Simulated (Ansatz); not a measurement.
# TiC (Fm-3m) in Ansatz: single point with PBE

Aim: the single point of TiC with PBE.

Program: Ansatz 0.2.0. These are calculated values, not measurements. Logs are shortened: lines on timing, memory, paths and dates and some standing lists are left out, and cuts for length are marked.

### 1 Starting point

The structure is cubic, space group Fm-3m (No. 225). The conventional cell has a = 4.331 Å, b = 4.331 Å, c = 4.331 Å, α = 90.00°, β = 90.00°, γ = 90.00°. Around Ti (site symmetry m-3m) lie 6 C at 2.17 Å. C (site symmetry m-3m) is surrounded by 6 Ti at 2.17 Å.

The cell is a database's computed one.

### 2 Single point, PBE

File input.yaml:

```yaml
crystal:
  lattice:
    - [0.0, 2.1657188437, 2.1657188437]
    - [2.1657188437, 0.0, 2.1657188437]
    - [2.1657188437, 2.1657188437, 0.0]
  atoms:
    - { symbol: Ti, position: [0.0, 0.0, 0.0] }
    - { symbol: C, position: [0.5, 0.5, 0.5] }
kpoints:
  mp_grid: { grid: [11, 11, 11] }
scf:
  occupations: { method: gaussian, width: 0.03 }
hamiltonian:
  xc: pbe
  pseudopotentials: { kind: all_electron, lapw: { basis_error: 0.001 } }
output:
  forces: true
  stress: true
  eigenvalues: true
```

Potentials or basis: all-electron LAPW, scalar-relativistic.

Started as:

```bash
$ ansatz run input.yaml --threads 1 --pin off --max-ram 3072MiB --backend cpu --events-out ev --progress --plain --runs-dir out
```

The program printed:

```text
Warning: RAYON_NUM_THREADS=1 ignored (pool sized by the plan → 1); use --threads N
LAPW: plane waves up to 9.058 Å⁻¹, error target 1.0e-3 eV per atom; small_component_spin mean_spin; C in spheres of 0.940 Å, 6 of its electrons in bands, Dirac shells []; Ti in spheres of 1.226 Å, 18 of its electrons in bands, Dirac shells [] (how accurate: hamiltonian.pseudopotentials.lapw.basis_error, Limitations)
Engine: ansatz 0.2.0, aarch64-unknown-linux-gnu
Pseudopotentials: kind: all_electron
Pseudopotential: Ti, LAPW, valence charge 18, lapw/all_electron/scalar/gaussian/Ti, Koelling and Harmon's equation, gaussian nucleus
Pseudopotential: C, LAPW, valence charge 6, lapw/all_electron/scalar/gaussian/C, Koelling and Harmon's equation, gaussian nucleus
Functional definition: PBE
  parameter kappa = 0.804
  parameter beta = 0.06672455060314922
  exchange = pbe_x(kappa = kappa, mu = beta*pi^2/3)
  correlation = pbe_c(beta = beta)
Crystal: 2 atoms, lattice volume = 20.316 Å³
Basis set: ecut = 312.6128468900588 eV, 259 PW (Γ), exchange–correlation at level 2
Bands: 16, of which v1, the nominal top of the filled ones, is band 12 counted from 1 (11 counted from 0)
Symmetry: 48 space group operations
Space group: Fm-3m (ITA 225), of the structure as read, at distance tolerance 2.7e-5 Å
k-points: 56 of 1331
Non-local potential: Ti, projectors of the file, none
Non-local potential: C, projectors of the file, none
Initial density: superposition of atomic densities (chi_scale 0.1, normalization cell, long waves kept (reshape's long-wave potential 0.00 eV rms))
Initial wavefunctions: plane waves of lowest kinetic energy (no species holds an atomic orbital)
Functional: x = pbe(κ = 0.804, μ = 0.2195149727645171), c = pbe(β = 0.06672455060314922)
iter 1 solved again at ethr=2.64e-2 eV; its pass at ethr=1.00e-1 eV (dr2=6.34e0 eV) is discarded
SCF iter   1: F=—  HF=-24274.168807 eV  |F-HF|=—  |Δ(HF+E_count)|=         —  Δρ=1.59e-1  dr2=6.34e0  ethr=2.64e-2  ⟨swp⟩=2.0  Hψ=5572  notcnv=0
preconditioner: auto → none  [metal: Δε(μ)=0.026 eV  Ē_g=20.593 eV  σ=0.030 eV  W_gap=0.44  n_scr=8 (ndim 8)  ℏωp=30.8 eV  f_vac=0.000  D(μ)=0.44/eV (n_scr^D=0)  sad-step TF]
SCF iter   2: F=—  HF=-24272.414100 eV  |F-HF|=—  |Δ(HF+E_count)|=    1.75e0  Δρ=5.90e-2  dr2=6.39e-1  ethr=2.64e-2  ⟨swp⟩=3.0  Hψ=2799  notcnv=0
SCF iter   3: F=—  HF=-24271.855628 eV  |F-HF|=—  |Δ(HF+E_count)|=   5.58e-1  Δρ=1.88e-2  dr2=7.23e-2  ethr=2.66e-3  ⟨swp⟩=3.0  Hψ=2845  notcnv=0
SCF iter   4: F=—  HF=-24271.872944 eV  |F-HF|=—  |Δ(HF+E_count)|=         —  Δρ=9.13e-3  dr2=1.52e-2  ethr=3.01e-4  ⟨swp⟩=2.0  Hψ=2773  notcnv=0
the basis was enlarged: its passes take 118.4 KiB over the memory plan, 1 of 1 planned eigensolver slots
iter 5 solved again at ethr=1.17e-6 eV; its pass at ethr=6.35e-5 eV (dr2=2.81e-4 eV) is discarded
SCF iter   5: F=—  HF=-24271.859241 eV  |F-HF|=—  |Δ(HF+E_count)|=   1.37e-2  Δρ=1.20e-3  dr2=2.82e-4  ethr=1.17e-6  ⟨swp⟩=2.0  Hψ=4605  notcnv=0
SCF iter   6: F=—  HF=-24271.859016 eV  |F-HF|=—  |Δ(HF+E_count)|=   2.25e-4  Δρ=2.87e-4  dr2=1.89e-5  ethr=1.17e-6  ⟨swp⟩=2.2  Hψ=2570  notcnv=0
SCF iter   7: F=—  HF=-24271.859006 eV  |F-HF|=—  |Δ(HF+E_count)|=   1.02e-5  Δρ=9.04e-5  dr2=1.88e-6  ethr=7.87e-8  ⟨swp⟩=2.0  Hψ=2550  notcnv=0
SCF iter   8: F=—  HF=-24271.859004 eV  |F-HF|=—  |Δ(HF+E_count)|=   1.42e-6  Δρ=1.48e-5  dr2=4.95e-8  ethr=7.83e-9  ⟨swp⟩=2.0  Hψ=2550  notcnv=0
SCF iter   9: F=-24271.859004 eV  HF=-24271.859004 eV  |F-HF|=8.33e-10  |Δ(HF+E_count)|=   3.94e-8  Δρ=1.10e-6  dr2=2.81e-10  ethr=2.06e-10  ⟨swp⟩=2.0  Hψ=2551  notcnv=0
SCF 1 converged in 9 iterations: F = -24271.859004 eV  dr2 = 2.81e-10
SCF converged after 9 iterations
Free energy (F): -24271.859004 eV
Harris-Foulkes:  -24271.859004 eV  (|F-HF|=8.33e-10)
Internal energy: -24271.858665 eV  (E = F + TS)
E sigma→0 (E₀):  -24271.858835 eV
Entropy (-TS):   -0.000339 eV (-0.170 meV/atom)
Fermi energy:    15.270398 eV
--- Per-component energies (eV) ---
  E_band       = -3141.118340
  E_kinetic    = 24492.377390
  E_xc         = -1295.741059
  E_electrostatic = -47468.494995  (all electrons and nuclei)
  E_smearing   = -0.000339  (= −TS)
  E_closure    = 0.000000  (closes the sum)
  E_atoms      = -24254.253874  (free atoms, spherical and without spin; not in F)
  Σ components = -24271.859004   (vs F -24271.859004, Δ=0.00e0)
  Basis errors (estimates in eV, not in F): energy 3.0e-4 per atom: plane waves 2.6e-4 (1.5e-4 summed), levels above the bands 0.0e0, relativity 2.2e-8, radial functions 4.1e-5, core shells 2.2e-7; eigenvalues (radial functions only) 3.1e-6; not estimated: angular momenta, meshes, grids; target (lapw.basis_error) 1.0e-3; muffin-tin radii C 0.940 Å, Ti 1.226 Å
--- Forces (eV/Å), atoms counted from 1 ---
  atom   1  Ti    -0.00000000     0.00000000     0.00000000
  atom   2  C      0.00000000    -0.00000000     0.00000000
  max |Σ_I F_I| component: 5.26e-31 eV/Å
--- Stress (GPa, compression-positive) ---
        0.248466      -0.000000       0.000000
       -0.000000       0.248466      -0.000000
        0.000000      -0.000000       0.248466
  P = ⅓ Tr σ = 0.2485 GPa (2.485 kbar)
--- Band table (eV; the first three rows and the last of 56) ---
  k-point 0: bands = ["-423.0276", "-423.0276", "-423.0276", "-249.5171", "-41.4173", "-17.4529", "-17.4529", "-17.4529", "2.7352", "15.8308", "15.8308", "15.8308", "16.8094", "16.8094", "16.8094", "16.8553"]
  k-point 1: bands = ["-423.0276", "-423.0276", "-423.0276", "-249.5171", "-41.4116", "-17.4939", "-17.4567", "-17.4567", "2.9217", "15.0130", "15.2900", "15.2900", "16.1567", "16.1567", "17.2077", "18.3196"]
  k-point 2: bands = ["-423.0276", "-423.0276", "-423.0276", "-249.5171", "-41.3960", "-17.6026", "-17.4670", "-17.4670", "3.4565", "13.5721", "14.1542", "14.1542", "16.5013", "16.5013", "17.6457", "19.8700"]
  k-point 55: bands = ["-423.0276", "-423.0276", "-423.0276", "-249.5171", "-41.3206", "-17.7709", "-17.7490", "-17.6156", "5.6239", "11.7808", "11.9244", "12.6534", "17.6465", "18.0626", "18.7464", "20.3566"]
```

Wall time 7.8 s (1 thread of Arm Neoverse V1, shared host); peak memory 0.29 GiB.

What came out:

- Free energy: -24271.8590 eV
- Pressure: 0.2 GPa
- Band gap on the k mesh: none (metal or under the smearing width)
